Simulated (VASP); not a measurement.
# BN (F-43m) in VASP: further runs

The runs below take BN through G0W0 quasiparticle levels, band structure, with PBE, HSE03.

All numbers are computed with VASP 6.6.1; they aren't measurements. Logs are shortened: lines on timing, memory, paths and dates and some standing lists are left out, and cuts for length are marked.

**What was measured.**

From a printed reference work, monograph, for a bulk crystal of BN at 300 K: band gap 6.4 eV (indirect).

How close the calculation comes is told below.

**1. Starting point**

The structure is cubic, space group F-43m (No. 216). The conventional cell has a = 3.626 Å, b = 3.626 Å, c = 3.626 Å, α = 90.00°, β = 90.00°, γ = 90.00°. Around N (site symmetry -43m) lie 4 B at 1.57 Å. B (site symmetry -43m) is surrounded by 4 N at 1.57 Å.

The cell is a database's computed one.

**2. G0W0 quasiparticle levels, PBE**

POSCAR

```
BN
1.0
    0.0000000000      1.8130010000      1.8130010000
    1.8130010000      0.0000000000      1.8130010000
    1.8130010000      1.8130010000      0.0000000000
N B
1 1
Direct
    0.2500000000      0.2500000000      0.2500000000
    0.0000000000      0.0000000000      0.0000000000
```

INCAR.step1

```
PREC = Accurate
ENCUT = 500
EDIFF = 1E-8
ISMEAR = 0
SIGMA = 0.01
LREAL = False
LASPH = True
NELM = 80
ALGO = Normal
LWAVE = True
LCHARG = False
GGA = PE
```

INCAR.step2

```
PREC = Accurate
ENCUT = 500
EDIFF = 1E-8
ISMEAR = 0
SIGMA = 0.01
LREAL = False
LASPH = True
NELM = 1
ALGO = Exact
LWAVE = True
LCHARG = False
GGA = PE
NBANDS = 56
LOPTICS = True
ISTART = 1
```

INCAR.step3

```
PREC = Accurate
ENCUT = 500
EDIFF = 1E-8
ISMEAR = 0
SIGMA = 0.01
LREAL = False
LASPH = True
ALGO = EVGW0
LWAVE = True
LCHARG = False
GGA = PE
NELMGW = 1
NBANDS = 56
ENCUTGW = 120
NOMEGA = 64
PRECFOCK = Fast
ISTART = 1
NBANDSGW = 12
```

INCAR.step4

```
PREC = Accurate
ENCUT = 500
EDIFF = 1E-8
ISMEAR = 0
SIGMA = 0.01
LREAL = False
LASPH = True
ALGO = BSE
LWAVE = False
LCHARG = False
GGA = PE
NBANDS = 56
ENCUTGW = 120
NBANDSO = 4
NBANDSV = 4
ANTIRES = 0
OMEGAMAX = 20
PRECFOCK = Fast
ISTART = 1
NBSEEIG = 10
```

KPOINTS

```
Automatic mesh
0
Gamma
  6 6 6
```

Potentials or basis: VASP PAW PBE potentials, release 64 (N_GW, B_GW).

Started as:

```console
> cat potpaw_PBE.64/N_GW/POTCAR potpaw_PBE.64/B_GW/POTCAR > POTCAR
> cp INCAR.step1 INCAR
> mpirun -np 1 vasp_std > vasp.out
> cp INCAR.step2 INCAR
> mpirun -np 1 vasp_std > vasp.out
> cp INCAR.step3 INCAR
> mpirun -np 1 vasp_std > vasp.out
> cp INCAR.step4 INCAR
> mpirun -np 1 vasp_std > vasp.out
```

OUTCAR:

```text
PREC = Accurate
   ENCUT = 500
   EDIFF = 1E-8
   ISMEAR = 0
   LREAL = False
   LASPH = True
   GGA = PE
   ENCUTGW = 120
   PRECFOCK = Fast
   ISTART = 1

 ion  position               nearest neighbor table
   1  0.250  0.250  0.250-   2 1.57   2 1.57   2 1.57   2 1.57
   2  0.000  0.000  0.000-   1 1.57   1 1.57   1 1.57   1 1.57

  LATTYP: Found a face centered cubic cell.
 ALAT       =     3.6260020000

  Lattice vectors:

 A1 = (   0.0000000000,   1.8130010000,   1.8130010000)
 A2 = (   1.8130010000,   0.0000000000,   1.8130010000)
 A3 = (   1.8130010000,   1.8130010000,   0.0000000000)

Analysis of symmetry for initial positions (statically):
=====================================================================
 Subroutine PRICEL returns:
 Original cell was already a primitive cell.

 Routine SETGRP: Setting up the symmetry group for a
 face centered cubic supercell.

 Subroutine GETGRP returns: Found 24 space group operations
 (whereof 24 operations were pure point group operations)
 out of a pool of 48 trial point group operations.

The static configuration has the point symmetry T_d .

Analysis of symmetry for dynamics (positions and initial velocities):
=====================================================================
 Subroutine PRICEL returns:
 Original cell was already a primitive cell.

 Routine SETGRP: Setting up the symmetry group for a
 face centered cubic supercell.

 Subroutine GETGRP returns: Found 24 space group operations
 (whereof 24 operations were pure point group operations)
 out of a pool of 48 trial point group operations.

The dynamic configuration has the point symmetry T_d .

 Subroutine INISYM returns: Found 24 space group operations
 (whereof 24 operations are pure point group operations),
 and found     1 'primitive' translations

----------------------------------------------------------------------------------------

                                     Primitive cell

  volume of cell :      11.9186

  direct lattice vectors                    reciprocal lattice vectors
     0.000000000  1.813001000  1.813001000    -0.275785838  0.275785838  0.275785838
     1.813001000  0.000000000  1.813001000     0.275785838 -0.275785838  0.275785838
     1.813001000  1.813001000  0.000000000     0.275785838  0.275785838 -0.275785838

  length of vectors
     2.563970603  2.563970603  2.563970603     0.477675083  0.477675083  0.477675083

  position of ions in fractional coordinates (direct lattice)
     0.250000000  0.250000000  0.250000000
     0.000000000  0.000000000  0.000000000

  ion indices of the primitive-cell ions
   primitive index   ion index
                 1           1
                 2           2

----------------------------------------------------------------------------------------

 KPOINTS: Automatic mesh

Automatic generation of k-mesh.
 Grid dimensions read from file:
 generate k-points for:    6    6    6

 Generating k-lattice:

  Cartesian coordinates                     Fractional coordinates (reciprocal lattice)
    -0.045964306  0.045964306  0.045964306     0.166666667  0.000000000  0.000000000
     0.045964306 -0.045964306  0.045964306     0.000000000  0.166666667  0.000000000
     0.045964306  0.045964306 -0.045964306     0.000000000  0.000000000  0.166666667

  Length of vectors
     0.079612514  0.079612514  0.079612514

  Shift w.r.t. Gamma in fractional coordinates (k-lattice)
     0.000000000  0.000000000  0.000000000

 Subroutine IBZKPT returns following result:
 ===========================================

 Found     16 irreducible k-points:

 Following reciprocal coordinates:
            Coordinates               Weight
  0.000000  0.000000  0.000000      1.000000
  0.166667  0.000000  0.000000      8.000000
  0.333333  0.000000  0.000000      8.000000
  0.500000  0.000000  0.000000      4.000000
  0.166667  0.166667  0.000000      6.000000
  0.333333  0.166667  0.000000     24.000000
[... 8 lines left out ...]
 -0.333333  0.333333  0.166667     24.000000
 -0.333333  0.500000  0.166667     12.000000
   k-points           NKPTS =     16   k-points in BZ     NKDIM =    216   number of bands    NBANDS=     56
   number of dos      NEDOS =    301   number of ions     NIONS =      2
   total plane-waves  NPLWV =   8000
   dimension x,y,z NGX =    20 NGY =   20 NGZ =   20
   dimension x,y,z NGXF=    40 NGYF=   40 NGZF=   40
   ions per type =               1   1
   NGX,Y,Z   is equivalent  to a cutoff of  12.97, 12.97, 12.97 a.u.
   NGXF,Y,Z  is equivalent  to a cutoff of  25.94, 25.94, 25.94 a.u.
 SYSTEM =  unknown system
   PREC   = accura    normal or accurate (medium, high low for compatibility)
   ISTART =      1    job   : 0-new  1-cont  2-samecut
   ICHARG =      0    charge: 1-file 2-atom 10-const
   ISPIN  =      1    spin polarized calculation?
   LNONCOLLINEAR =      F non collinear calculations
   LSORBIT =      F    spin-orbit coupling
   LASPH  =      T    aspherical Exc in radial PAW
   ENCUT  =  500.0 eV  36.75 Ry    6.06 a.u.   4.67  4.67  4.67*2*pi/ulx,y,z
   NELM   =     60;   NELMIN=  2; NELMDL=  0     # of ELM steps
   EDIFF  = 0.1E-07   stopping-criterion for ELM
   LREAL  =      F    real-space projection
   EDIFFG = 0.1E-06   stopping-criterion for IOM
   NSW    =      0    number of steps for IOM
   IBRION =     -1    ionic relax: 0-MD 1-quasi-New 2-CG
   NFREE  =      0    steps in history (QN), initial steepest desc. (CG)
   ISIF   =      0    stress and relaxation
   ISYM   =      3    0-nonsym 1-usesym 2-fastsym
   POTIM  = 0.5000    time-step for ionic-motion
   TEBEG  =    0.0;   TEEND  =   0.0 temperature during run
   PSTRESS=    0.0 pullay stress
   NELECT =       8.0000    total number of electrons
   NUPDOWN=      -1.0000    fix difference up-down
   EMIN   =  10.00;   EMAX   =-10.00  energy-range for DOS
   EFERMI =   0.00;   METHOD = LEGACY
   ISMEAR =     0;   SIGMA  =   0.01  broadening in eV -4-tet -1-fermi 0-gaus
   EFERMI_NEDOS =   21; number of points for ismear=-14 and -15
   IALGO  =     38    algorithm
   IMIX   =      4    mixing-type and parameters
     AMIX     =   0.40;   BMIX     =  1.00
     AMIX_MAG =   1.60;   BMIX_MAG =  1.00
  volume/ion in A,a.u.               =       5.96        40.22
  Fermi-wavevector in a.u.,A,eV,Ry     =   1.433387  2.708709 27.954506  2.054598
  Thomas-Fermi vector in A             =   2.552911
   LORBIT       =      0    0 simple, 1 ext, 2 COOP (PROOUT), +10 PAW based schemes
   GGA     = PE    functional components
   LHFCALC =     T    Hartree Fock is set to
   PRECFOCK=fast      Normal, Fast or Accurate (Low or Medium for compatibility)
   ENCUT4O =  -1.0   cutoff for four orbital integrals eV
   NKREDX  =     1    reduce k-point grid by
   NKREDY  =     1    reduce k-point grid by
   NKREDZ  =     1    reduce k-point grid by
   AEXX    =    1.0000 exact exchange contribution
   HFSCREEN=    0.0000 screening length (either q_TF or 0.3 A-1)
   HFSCREENC=   0.0000 screening length for correlation (either q_TF or 0.3 A-1)
   ENCUTFOCK=  -1.0 apply spherical cutoff to Coloumb kernel
   IVDW    =     0    specifies the selected vdW correction
   LEPSILON=     F    determine dielectric tensor
   LRPA    =     F    only Hartree local field effects (RPA)
   LRPAFORCE           =     F    calculate RPA forces
   ENCUTGW             = 120.0    cutoff for response function in eV
   ENCUTGWSOFT         =  96.0    soft cutoff for Coulomb kernel in GW response function in eV
   ENCUTLF             =  -1.0    cutoff for local field effects
   NELMGW              =     1    number of iterations in solving QP/BSE equation
   NELMHF              =     1    number of iterations in the inner HF iteration
   NKREDLFX            =     1    NKREDLFY  =   1   NKREDLFZ  =   1
 non-spin polarized calculation
 Gauss-broadening in eV      SIGMA  =   0.01
  energy-cutoff  :      500.00
  volume of cell :       11.92
 maximum number of plane-waves:       310
  NGX = 12; NGY = 12; NGZ = 12
   NGX =  9   NGY =  9   NGZ =  9
 maximum number of plane-waves:        40
 NGX is ok and might be reduce to    12

 BSE (scaLAPACK) attempting allocation of   0.031 Gbyte  rank=   1395

=======================================================================
```

Run time: 1.7 min. Hardware: 1 thread of Intel Xeon Platinum 8559C (Emerald Rapids), shared host; peak memory 0.29 GiB.

Results:

* Band gap on the k mesh, mean-field level: 4.45 eV, indirect (least direct gap 8.78 eV)
* Quasiparticle gap: 5.82 eV
* Least direct quasiparticle gap: 10.80 eV

Dielectric function (mean over the directions given):
```tsv
energy (eV)	real part	imaginary part
0.32	4.42	0.00
0.96	4.44	0.00
1.60	4.48	0.01
2.32	4.56	0.01
2.96	4.65	0.02
3.68	4.79	0.02
4.32	4.96	0.03
5.04	5.21	0.04
5.69	5.50	0.05
6.41	5.93	0.07
7.05	6.47	0.10
7.69	7.23	0.14
8.41	8.58	0.25
9.05	10.79	0.49
9.77	18.06	2.48
10.41	22.47	25.74
11.13	1.16	12.32
11.77	-13.70	13.25
12.49	-7.25	17.13
13.13	-8.63	6.59
13.77	-5.43	5.51
14.49	-2.12	1.43
15.14	-0.73	4.96
15.86	-4.00	2.58
16.50	-2.07	3.22
17.22	-3.39	3.39
17.86	-3.33	1.93
18.58	-2.66	1.03
19.22	-2.46	0.39
19.94	-1.62	0.07
```

Lowest excitation energies (eV) and strengths:
```
energy  strength
10.092      11.5
10.092      11.5
10.092      11.5
10.092         0
10.092         0
10.092         0
10.109         0
10.109         0
10.135         0
10.457      18.1
```

Caveat: the k mesh is coarse (spacing up to 0.50 Å⁻¹), so the values aren't converged; the cutoff is under 1.25 times the usual one of these potentials, so pressure, stress and relaxed cells hold a basis-set (Pulay) error; bands, screening cutoff and mesh are small and nothing is extrapolated, so the quasiparticle values aren't converged; spectra need much finer meshes, so this one isn't converged.

**3. Band structure, HSE03**

POSCAR is that of step 2.

INCAR.step1

```
ALGO = Normal ; EDIFF = 1E-5
ENCUT = 520 ; GGA = PE
ISIF = 2 ; ISMEAR = 0
KPAR = 4 ; LASPH = True
LCHARG = False ; LREAL = False
LWAVE = True ; NBANDS = 11
NELM = 80 ; PREC = Accurate
SIGMA = 0.02
```

INCAR.step2

```
ALGO = Normal ; EDIFF = 1E-7
ENCUT = 520 ; GGA = PE
HFSCREEN = 0.3 ; ISIF = 2
ISMEAR = 0 ; ISTART = 1
KPAR = 4 ; LASPH = True
LCHARG = False ; LHFCALC = True
LREAL = False ; LWAVE = False
NBANDS = 11 ; NELM = 80
PREC = Accurate ; PRECFOCK = Fast
SIGMA = 0.02
```

KPOINTS

```
k-points
0
Gamma
  8 8 8
```

KPOINTS_OPT

```
path GXWKGLUWLK,UX
10
line-mode
reciprocal
 0.0000000000  0.0000000000  0.0000000000  G
 0.5000000000  0.0000000000  0.5000000000  X

 0.5000000000  0.0000000000  0.5000000000  X
 0.5000000000  0.2500000000  0.7500000000  W

 0.5000000000  0.2500000000  0.7500000000  W
 0.3750000000  0.3750000000  0.7500000000  K

 0.3750000000  0.3750000000  0.7500000000  K
 0.0000000000  0.0000000000  0.0000000000  G

 0.0000000000  0.0000000000  0.0000000000  G
 0.5000000000  0.5000000000  0.5000000000  L

 0.5000000000  0.5000000000  0.5000000000  L
 0.6250000000  0.2500000000  0.6250000000  U

 0.6250000000  0.2500000000  0.6250000000  U
 0.5000000000  0.2500000000  0.7500000000  W

 0.5000000000  0.2500000000  0.7500000000  W
 0.5000000000  0.5000000000  0.5000000000  L

 0.5000000000  0.5000000000  0.5000000000  L
 0.3750000000  0.3750000000  0.7500000000  K

 0.6250000000  0.2500000000  0.6250000000  U
 0.5000000000  0.0000000000  0.5000000000  X
```

Potentials or basis: VASP PAW PBE potentials, release 64 (N, B).

Started as:

```console
> cat potpaw_PBE.64/N/POTCAR potpaw_PBE.64/B/POTCAR > POTCAR
> cp INCAR.step1 INCAR
> mpirun -np 4 vasp_std > vasp.out
> cp INCAR.step2 INCAR
> mpirun -np 4 vasp_std > vasp.out
```

Run time: 7.5 min. Hardware: 4 MPI ranks of AMD EPYC 7R43 (Zen 3), shared host; peak memory 0.21 GiB.

Results (log left out):

```
Free energy             : -19.9305 eV
Pressure                : -8.8 GPa
Band gap on the k mesh  : 5.53 eV, indirect (least direct gap 10.24 eV)
Band gap along the path : 5.53 eV, indirect (least direct gap 10.24 eV)
```

Levels at the corners of the path, in eV from the valence-band top:
```
point  band 1  band 2  band 3  band 4  band 5  band 6  band 7  band 8
    Γ  -21.93    0.00    0.00    0.00   10.24   10.24   10.24   11.71
    X  -15.99   -9.65   -5.24   -5.24    5.53   10.42   20.00   20.00
    X  -15.99   -9.65   -5.24   -5.24    5.53   10.42   20.00   20.00
    W  -15.68   -8.25   -7.42   -6.87   10.92   14.96   15.95   16.40
    W  -15.68   -8.25   -7.42   -6.87   10.92   14.96   15.95   16.40
    K  -15.91   -8.80   -8.13   -4.35    8.08   14.34   17.73   18.60
    K  -15.91   -8.80   -8.13   -4.35    8.08   14.34   17.73   18.60
    Γ  -21.93    0.00    0.00    0.00   10.24   10.24   10.24   11.71
    Γ  -21.93    0.00    0.00    0.00   10.24   10.24   10.24   11.71
    L  -17.46  -11.47   -2.07   -2.07   11.45   12.19   12.19   17.00
    L  -17.46  -11.47   -2.07   -2.07   11.45   12.19   12.19   17.00
    U  -15.91   -8.80   -8.13   -4.35    8.08   14.34   17.73   18.60
    U  -15.91   -8.80   -8.13   -4.35    8.08   14.34   17.73   18.60
    W  -15.68   -8.25   -7.42   -6.87   10.92   14.96   15.95   16.40
    W  -15.68   -8.25   -7.42   -6.87   10.92   14.96   15.95   16.40
    L  -17.46  -11.47   -2.07   -2.07   11.45   12.19   12.19   17.00
    L  -17.46  -11.47   -2.07   -2.07   11.45   12.19   12.19   17.00
    K  -15.91   -8.80   -8.13   -4.35    8.08   14.34   17.73   18.60
    U  -15.91   -8.80   -8.13   -4.35    8.08   14.34   17.73   18.60
    X  -15.99   -9.65   -5.24   -5.24    5.53   10.42   20.00   20.00
```

Caveat: the PAW data sets were made with another functional, which shifts forces and pressure a little.

**4. For comparison**

An earlier run on the cell as given: functional PBEsol; potentials or basis VASP PAW PBE potentials, release 64 (N, B); cutoff 520 eV; k mesh 13 × 13 × 13; occupations fermi-dirac, width 0.05 eV; no spin polarisation.

* Pressure: -5.7 GPa
* Band gap on the k mesh: 4.34 eV, indirect (least direct gap 8.72 eV)

**5. Overview**

```tsv
task	level	potentials or basis	k mesh	cutoff (eV)	smearing	cutoff of the response function	frequency points	empty bands	GW scheme	GW iterations	mesh quality	gap on the mesh (eV)	pressure (GPa)
G0W0 quasiparticle levels	PBE	VASP PAW PBE potentials, release 64 (N_GW, B_GW)	6 × 6 × 6	500	gaussian 0.01 eV	120	64	52	G0W0	1	coarse	-	-
band structure	HSE03	VASP PAW PBE potentials, release 64 (N, B)	8 × 8 × 8	520	gaussian 0.02 eV	-	-	-	-	-	not flagged	5.53	-8.8
single point	PBEsol	VASP PAW PBE potentials, release 64 (N, B)	13 × 13 × 13	520	fermi-dirac 0.05 eV	-	-	-	-	-	not flagged	4.34	-5.7
```

Alike in all rows: no spin polarisation; cell as given.

Caveats: some runs use coarse meshes; the PAW data sets were made with another functional, which shifts forces and pressure a little (some runs); the cutoff is under 1.25 times the usual one of these potentials, so pressure, stress and relaxed cells hold a basis-set (Pulay) error (some runs); bands, screening cutoff and mesh are small and nothing is extrapolated, so the quasiparticle values aren't converged (some runs); spectra need much finer meshes, so this one isn't converged (some runs); an odd mesh through Γ misses points on the zone boundary, where band edges often lie (some runs).

Total energies depend on the potentials used, so only differences within one code and one set of settings carry meaning.

**6. Against experiment**

Step 3. Against the measured gap of BN, 6.4 eV (indirect; 300 K; a printed reference work, monograph), the calculated 5.53 eV is off by -0.87 eV. The value is that of HSE03, without temperature or zero-point motion. The cell is a database's relaxed one, not the measured one, which moves gaps too.
